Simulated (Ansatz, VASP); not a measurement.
AlN: VASP beside Ansatz

```
CELL_PARAMETERS angstrom
0.00000 2.20159 2.20159
2.20159 0.00000 2.20159
2.20159 2.20159 0.00000
ATOMIC_POSITIONS crystal
Al 0.00000 0.00000 0.00000
N 0.75000 0.75000 0.75000
```

Alike in both runs: functional PBE; k mesh 10 × 10 × 10; no spin polarisation.

Ansatz relaxed the structure, and its values are those at the end. VASP's run is a single point on that final structure, the one shown.

|  | VASP | Ansatz |
| --- | --- | --- |
| version | VASP 6.6.1 | Ansatz 0.2.0 |
| potentials or method | VASP PAW PBE potentials, release 64 (Al, N) | scalar-relativistic, plane waves, PAW |
| plane-wave cutoff (eV) | 520 | 420 |
| occupations | gaussian, width 0.01 eV | fixed |
| valence electrons in the cell | 8 | 8 |

```tsv
	VASP	Ansatz	Ansatz less VASP
gap on the k mesh at the Fermi level (eV)	3.31	3.31	+0.007
least direct gap on the mesh (eV)	3.98	3.98	-0.009
pressure (GPa)	-0.3	0.0	+0.27
```

A k mesh can miss the band edges.
